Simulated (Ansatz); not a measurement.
# Ti: one crystal by all-electron and frozen-core methods

Does the method matter for Ti? The same cell, functional and mesh are run with all-electron LAPW, PAW with frozen cores and datasets made for this crystal.

Computed with Ansatz 0.2.0 (DFT PBE, scalar-relativistic, unless a step's input says otherwise).

## (1) The structure to begin with

The structure is hexagonal, space group P6_3/mmc (No. 194). Conventional cell: a = 2.950 Å, b = 2.950 Å, c = 4.686 Å, α = 90.00°, β = 90.00°, γ = 120.00°. Ti (site symmetry -6m2) is surrounded by 12 Ti at 2.90 to 2.95 Å.

Structure file:

```
CELL_PARAMETERS angstrom
2.95000 0.00000 0.00000
-1.47500 2.55477 0.00000
0.00000 0.00000 4.68600
ATOMIC_POSITIONS crystal
Ti 0.33333 0.66667 0.25000
Ti 0.66667 0.33333 0.75000
```

Structure: COD 9008517, as refined from experiment and not relaxed.

Atoms are numbered in the order of the input: Ti1, Ti2.

## (2) All-electron LAPW

The input, input.yaml:

```yaml
crystal:
  lattice:
    - [2.9499978604, 0.0, 0.0]
    - [-1.4749989302, 2.5547730882, 0.0]
    - [0.0, 0.0, 4.686]
  atoms:
    - { symbol: Ti, position: [0.3333333333, 0.6666666667, 0.25] }
    - { symbol: Ti, position: [0.6666666667, 0.3333333333, 0.75] }
kpoints:
  mp_grid: { grid: [13, 13, 7] }
  band_path:
    path:
      - [0.0, 0.0, 0.0]
      - [0.5, 0.0, 0.0]
      - [0.3333333333, 0.3333333333, 0.0]
      - [0.0, 0.0, 0.0]
      - [0.0, 0.0, 0.5]
      - [0.5, 0.0, 0.5]
      - [0.3333333333, 0.3333333333, 0.5]
      - [0.0, 0.0, 0.5]
      - [0.5, 0.0, 0.5]
    npoints: 8
scf:
  occupations: { method: fermi_dirac, width: 0.08 }
hamiltonian:
  xc: pbe
  pseudopotentials: { kind: all_electron, lapw: { basis_error: 0.0005 } }
output:
  forces: true
  stress: true
  eigenvalues: true
  populations: true
  dos: { projected: true, de: 0.2, e_range: [-14, 8] }
```

The log of the run (excerpt; [...] marks lines left out):

```text
Ti: projections on atomic orbitals take those of the free atom 1s2 2s2 2p6 3s2 3p6 3d2 4s2, of charge +0.00 (hamiltonian.pseudopotentials.projection_atoms)
LAPW: plane waves up to 7.884 Å⁻¹, error target 5.0e-4 eV per atom; small_component_spin mean_spin; Ti in spheres of 1.448 Å, 12 of its electrons in bands, Dirac shells []
[...]
Pseudopotentials: kind: all_electron
Pseudopotential: Ti, LAPW, valence charge 12, Koelling and Harmon's equation, gaussian nucleus
Functional definition: PBE
[...]
Crystal: 2 atoms, lattice volume = 35.316 Å³
Basis set: ecut = 236.82685903052754 eV, 299 PW (Γ), exchange–correlation at level 2
Bands: 16, of which v1, the nominal top of the filled ones, is band 12 counted from 1 (11 counted from 0)
Symmetry: 24 space group operations
Space group: P63/mmc (ITA 194), of the structure as read, at distance tolerance 3.3e-5 Å
k-points: 84 of 1183
[...]
SCF iter   1: F=—  HF=-46467.051159 eV  |F-HF|=—  |Δ(HF+E_count)|=         —  Δρ=2.57e-2  dr2=1.72e-1  ethr=7.12e-4  ⟨swp⟩=2.6  Hψ=9554  notcnv=0
[...]
the basis was enlarged: its passes take 622.3 KiB over the memory plan, 1 of 1 planned eigensolver slots
[...]
SCF iter   6: F=-46466.681510 eV  HF=-46466.681510 eV  |F-HF|=2.47e-9  |Δ(HF+E_count)|=   1.36e-6  Δρ=5.19e-6  dr2=7.50e-9  ethr=8.05e-9  ⟨swp⟩=2.9  Hψ=4479  notcnv=0
[...]
NSCF: frozen V_eff on 65 k-points
SCF converged after 6 iterations
Free energy (F): -46466.681510 eV
[...]
E sigma→0 (E₀):  -46466.657314 eV
Entropy (-TS):   -0.048392 eV (-24.196 meV/atom)
Fermi energy:    13.518600 eV
[...]
--- Forces (eV/Å), atoms counted from 1 ---
  atom   1  Ti     0.00000000    -0.00000000     0.00000000
  atom   2  Ti     0.00000000     0.00000000     0.00000000
[...]
--- Stress (GPa, compression-positive) ---
       -1.453122       0.000000       0.000000
        0.000000      -1.453122       0.000000
        0.000000       0.000000      -1.835426
  P = ⅓ Tr σ = -1.5806 GPa (-15.806 kbar)
--- Band table (eV; the first three rows and the last of 84) ---
  k-point 0: bands = ["-43.3115", "-43.1839", "-19.8930", "-19.2864", "-19.2864", "-19.2224", "-19.1915", "-19.1915", "7.3807", "10.8840", "14.2214", "14.3011", "14.3011", "14.3938", "14.7837", "14.7837"]
[...]
--- Löwdin populations: 2 sites ---
  site symbol       q [e]
     0     Ti     21.8722
     1     Ti     21.8722
  spilling = 0.005811 (of n_electrons = 44.000000)
```

It took 16 s on 1 thread, shared host.

In short: pressure -1.58 GPa; no gap.

At the corners of the path (eV, zero at the Fermi level):

| point | band 9 | band 10 | band 11 | band 12 | band 13 | band 14 | band 15 |
| --- | --- | --- | --- | --- | --- | --- | --- |
| Γ | -6.14 | -2.63 | 0.70 | 0.78 | 0.78 | 0.88 | 1.27 |
| M | -2.31 | -2.10 | -1.80 | -0.63 | 0.51 | 0.62 | 1.16 |
| K | -1.62 | -1.36 | -1.36 | -1.27 | 0.24 | 0.24 | 1.48 |
| Γ | -6.14 | -2.63 | 0.70 | 0.78 | 0.78 | 0.88 | 1.27 |
| A | -4.31 | -4.31 | 0.09 | 0.09 | 0.69 | 0.69 | 0.69 |
| L | -2.49 | -2.49 | -0.79 | -0.79 | 1.29 | 1.29 | 1.73 |
| H | -1.21 | -1.21 | -1.04 | -1.04 | -0.22 | -0.22 | 1.66 |
| A | -4.31 | -4.31 | 0.09 | 0.09 | 0.69 | 0.69 | 0.69 |
| L | -2.49 | -2.49 | -0.79 | -0.79 | 1.29 | 1.29 | 1.73 |

States per cell, counted by energy window (eV from the Fermi level, on a grid of 0.20 eV):

| from | to | total | Ti 3d | Ti 4s |
| --- | --- | --- | --- | --- |
| -7 | -6 | 0.00 | 0.00 | 0.00 |
| -6 | -5 | 0.13 | 0.00 | 0.12 |
| -5 | -4 | 0.30 | 0.02 | 0.26 |
| -4 | -3 | 0.51 | 0.10 | 0.39 |
| -3 | -2 | 1.47 | 0.88 | 0.56 |
| -2 | -1 | 2.46 | 2.14 | 0.24 |
| -1 | 0 | 2.91 | 2.59 | 0.14 |
| 0 | 1 | 3.90 | 3.54 | 0.15 |
| 1 | 2 | 3.06 | 2.85 | 0.08 |
| 2 | 3 | 1.11 | 1.09 | 0.01 |

## (3) PAW with frozen cores

Edit input.yaml of step 2 so:

```diff
@@ -26,3 +26,3 @@
   xc: pbe
-  pseudopotentials: { kind: all_electron, lapw: { basis_error: 0.0005 } }
+  pseudopotentials: { kind: paw }
 output:
@@ -31,3 +31,5 @@
   eigenvalues: true
+  efg: { contact_densities: true }
   populations: true
+  bader: true
   dos: { projected: true, de: 0.2, e_range: [-14, 8] }
```

The log of the run:

```text
Engine: ansatz 0.2.0
Pseudopotentials: kind: paw
Pseudopotential: Ti, paw, valence charge 12, recommended cutoff 420 eV (normal)
[... 1 set-up line as earlier in the session ...]
  parameter kappa = 0.804
  parameter beta = 0.06672455060314922
  exchange = pbe_x(kappa = kappa, mu = beta*pi^2/3)
  correlation = pbe_c(beta = beta)
Crystal: 2 atoms, lattice volume = 35.316 Å³
Basis set: ecut = 420 eV, 687 PW (Γ), exchange–correlation on 40×40×64 points (8 copies of the dense FFT grid, shifted against one another)
Bands: 16, of which v1, the nominal top of the filled ones, is band 12 counted from 1 (11 counted from 0)
[... 2 set-up lines as earlier in the session ...]
k-points: 84 of 1183
Non-local potential: Ti, projectors of the file, l = 0: 3, l = 1: 2, l = 2: 3, l = 3: 1
PAW form: soft (Blöchl's): semilocal exchange-correlation on the pseudo side does not see the compensation charge
PAW one-centre angular grid: Ti, 590 points (default); XC on 64 Gauss nodes
Initial density: superposition of atomic densities (neutral atoms: chi_scale 0, normalization atom), corrected by the library's trained network
Initial wavefunctions: pseudopotential atomic-orbital guess
Functional: x = pbe(κ = 0.804, μ = 0.2195149727645171), c = pbe(β = 0.06672455060314922)
SCF iter   1: F=—  HF=-4999.353751 eV  |F-HF|=—  |Δ(HF+E_count)|=         —  Δρ=4.41e-3  dr2=3.19e-3  ethr=1.77e-3  ⟨swp⟩=3.8  Hψ=5466  notcnv=0
preconditioner: auto → none  [metal: Δε(μ)=0.009 eV  Ē_g=2.799 eV  σ=0.080 eV  W_gap=0.03  n_scr=8 (ndim 8)  ℏωp=17.7 eV  f_vac=0.000  D(μ)=2.17/eV (n_scr^D=22)  sad-step TF]
SCF iter   2: F=—  HF=-4999.353102 eV  |F-HF|=—  |Δ(HF+E_count)|=   6.49e-4  Δρ=2.24e-3  dr2=8.87e-4  ethr=1.33e-5  ⟨swp⟩=1.0  Hψ=2016  notcnv=0
SCF iter   3: F=—  HF=-4999.353297 eV  |F-HF|=—  |Δ(HF+E_count)|=   1.95e-4  Δρ=2.81e-4  dr2=1.17e-5  ethr=3.70e-6  ⟨swp⟩=2.4  Hψ=1990  notcnv=0
SCF iter   4: F=—  HF=-4999.353328 eV  |F-HF|=—  |Δ(HF+E_count)|=   3.15e-5  Δρ=7.72e-5  dr2=1.81e-6  ethr=4.86e-8  ⟨swp⟩=2.4  Hψ=2397  notcnv=0
iter 5 did not close the SCF: its close was put off for the readings that it lacked (scf_convergence_deferred on its scf_iter line)
SCF iter   5: F=-4999.353328 eV  HF=-4999.353328 eV  |F-HF|=2.55e-10  |Δ(HF+E_count)|=   5.53e-7  Δρ=9.24e-6  dr2=1.96e-8  ethr=7.56e-9  ⟨swp⟩=2.7  Hψ=2594  notcnv=0
SCF iter   6: F=-4999.353328 eV  HF=-4999.353328 eV  |F-HF|=3.64e-12  |Δ(HF+E_count)|=   4.51e-9  Δρ=7.23e-7  dr2=9.69e-11  ethr=8.15e-11  ⟨swp⟩=1.9  Hψ=4134  notcnv=0
SCF 1 converged in 6 iterations: F = -4999.353328 eV  dr2 = 9.69e-11
NSCF: frozen V_eff on 65 k-points
SCF converged after 6 iterations
Free energy (F): -4999.353328 eV
Harris-Foulkes:  -4999.353328 eV  (|F-HF|=3.64e-12)
Internal energy: -4999.304912 eV  (E = F + TS)
E sigma→0 (E₀):  -4999.329120 eV
Entropy (-TS):   -0.048416 eV (-24.208 meV/atom)
Fermi energy:    13.112448 eV
--- Per-component energies (eV) ---
  E_band       = -321.408912
  E_kinetic    = 543.884057
  E_local      = -1643.756202  (includes V_loc(G=0)·N_el)
  E_nonlocal   = 16.037969
  E_hartree    = 673.704246
  E_xc         = -194.655029
  E_vxc        = -243.493167  (∫ρ·V_xc dr)
  E_paw        = -2094.998932  (= ΣΔE_a)
  E_vpaw       = -341.490126  (= ΣTr[D̂ρ^β])
  E_aug_tail   = 0.000249  (compensation charges beyond the density's cutoff)
  E_ewald      = -2299.521270
  E_smearing   = -0.048416  (= −TS)
  E_closure    = 0.000000  (closes the sum)
  Σ components = -4999.353328   (vs F -4999.353328, Δ=0.00e0)
--- Forces (eV/Å), atoms counted from 1 ---
  atom   1  Ti    -0.00000000    -0.00000000     0.00000000
  atom   2  Ti    -0.00000000     0.00000000     0.00000000
  max |Σ_I F_I| component: 1.11e-16 eV/Å
--- Stress (GPa, compression-positive) ---
       -1.443131      -0.000000       0.000000
       -0.000000      -1.443131       0.000000
        0.000000       0.000000      -1.825967
  P = ⅓ Tr σ = -1.5707 GPa (-15.707 kbar)
--- PAW observables at the nuclei: V_zz in 10²¹ V/m², potentials from the cell's mean, atoms counted from 1 ---
  atom   1  Ti V_zz =    +1.827643   η = 0.0000   by run symmetry: allowed
            electrostatic potential = -2530.914700 V   contact ρ = 56791.415297 e/Å³
  atom   2  Ti V_zz =    +1.827643   η = 0.0000   by run symmetry: allowed
            electrostatic potential = -2530.914700 V   contact ρ = 56791.415297 e/Å³
--- Band table (eV; the first three rows and the last of 84) ---
  k-point 0: bands = ["-43.7159", "-43.5882", "-20.2979", "-19.6900", "-19.6900", "-19.6270", "-19.5951", "-19.5951", "6.9739", "10.4779", "13.8162", "13.8949", "13.8949", "13.9871", "14.3778", "14.3778"]
  k-point 1: bands = ["-43.7097", "-43.5946", "-20.2659", "-19.6853", "-19.6853", "-19.6615", "-19.5998", "-19.5998", "7.1425", "10.3793", "13.5526", "13.8230", "13.8230", "13.8948", "14.2896", "14.2896"]
  k-point 2: bands = ["-43.6921", "-43.6125", "-20.1756", "-19.7575", "-19.6722", "-19.6722", "-19.6130", "-19.6130", "7.6293", "9.9824", "13.1635", "13.6482", "13.7398", "13.7398", "14.0879", "14.0879"]
  k-point 83: bands = ["-43.5775", "-43.5748", "-20.1251", "-20.1191", "-19.9622", "-19.9168", "-19.7290", "-19.7193", "11.6740", "11.7145", "12.1748", "12.3087", "12.8641", "12.9737", "14.6308", "14.9567"]
--- Löwdin populations: 2 sites ---
  site symbol       q [e]
     0     Ti     11.8624
     1     Ti     11.8624
  spilling = 0.011465 (of n_electrons = 24.000000)
--- Bader charges: 2 sites ---
  site symbol  charge [e]  shift [e]
     0     Ti      0.0000     0.0000
     1     Ti      0.0000     0.0000
  estimated error of the sums over rays = 3.3e-4 e
```

Wall time 11 s (1 thread, shared host).

This run gives: pressure -1.57 GPa; no gap; Vzz Ti1 1.83 (η = 0.00) (10²¹ V/m²).

| atom | Bader charge (e) | basin volume (Å³) |
| --- | --- | --- |
| Ti1 | +0.00 | 17.66 |

## (4) Datasets made for this crystal

Edit input.yaml of step 3 so:

```diff
@@ -26,3 +26,3 @@
   xc: pbe
-  pseudopotentials: { kind: paw }
+  pseudopotentials: { kind: all_electron, datasets: crystal }
 output:
@@ -32,4 +32 @@
   efg: { contact_densities: true }
-  populations: true
-  bader: true
-  dos: { projected: true, de: 0.2, e_range: [-14, 8] }
```

The log of the run (excerpt; [...] marks lines left out):

```text
[...]
band count auto-derived: 13 (N_el = 8.0; filled up to band 4; 8 by the electrons, moments and atoms)
[...]
[... 1 set-up line as earlier in the session ...]
Pseudopotential: Ti, paw, valence charge 12, recommended cutoff 260 eV (normal), Koelling and Harmon's equation, gaussian nucleus
[... 1 set-up line as earlier in the session ...]
[...]
Crystal: 2 atoms, lattice volume = 35.316 Å³
Basis set: ecut = 260 eV, 313 PW (Γ), exchange–correlation on 32×32×50 points (8 copies of the dense FFT grid, shifted against one another)
Bands: 13, of which v1, the nominal top of the filled ones, is band 4 counted from 1 (3 counted from 0)
[... 2 set-up lines as earlier in the session ...]
k-points: 84 of 1183
[...]
SCF iter   1: F=—  HF=-46467.169508 eV  |F-HF|=—  |Δ(HF+E_count)|=         —  Δρ=6.19e-2  dr2=1.41e0  ethr=1.77e-2  ⟨swp⟩=2.0  Hψ=6760  notcnv=0
[...]
  atom   1  Ti     0.00000000    -0.00000000     0.00000000
  atom   2  Ti    -0.00000000     0.00000000     0.00000000
[...]
--- Stress (GPa, compression-positive) ---
       -1.453248      -0.000000       0.000000
       -0.000000      -1.453248       0.000000
        0.000000       0.000000      -1.835128
  P = ⅓ Tr σ = -1.5805 GPa (-15.805 kbar)
  It holds what live shells' own plane waves past their cutoff add
--- PAW observables at the nuclei: V_zz in 10²¹ V/m², potentials from the cell's mean, atoms counted from 1 ---
  atom   1  Ti V_zz =    +1.797938   η = 0.0000   by run symmetry: allowed
            electrostatic potential = -2530.834729 V   contact ρ = 56838.814880 e/Å³
  atom   2  Ti V_zz =    +1.797938   η = 0.0000   by run symmetry: allowed
            electrostatic potential = -2530.834729 V   contact ρ = 56838.814880 e/Å³
--- Band table (eV; the first three rows and the last of 84) ---
  k-point 0: bands = ["7.3807", "10.8841", "14.2215", "14.3011", "14.3011", "14.3938", "14.7838", "14.7838", "15.1480", "15.1480", "16.6342"]
[...]
```

It took 12 s on 1 thread, shared host.

Result: pressure -1.58 GPa; no gap; Vzz Ti1 1.80 (η = 0.00) (10²¹ V/m²).

| atom | contact density (e/Å³) |
| --- | --- |
| Ti1 | 56838.81 |

## (5) The methods compared

| method | pressure (GPa) | Vzz Ti1 (10²¹ V/m²) | SCF cycles, all passes |
| --- | --- | --- | --- |
| LAPW | -1.58 | – | 6 |
| PAW | -1.57 | 1.83 | 6 |
| crystal datasets | -1.58 | 1.80 | 7 |

## (6) Results

| quantity | value |
| --- | --- |
| pressure | LAPW -1.58, PAW -1.57, crystal datasets -1.58 GPa |
| gap (LAPW) | none |
| Bader charges (PAW) | Ti1 +0.00 e |

**Reading.** At this geometry the cell is under tension of 1.6 GPa, so it would shrink if let go. There is no gap at this level; the crystal is a metal here. Within 0.3 eV of the Fermi level the largest projected share is Ti 3d (96 %). The projection holds only the free atom's occupied shells (Ti 4s, Ti 3d in this range). The field gradient at Ti1, the largest by crystal datasets, is 1.83 by PAW and 1.80 by crystal datasets (10²¹ V/m²), within 5 %. PAW lies less than 0.01 GPa from LAPW in pressure.
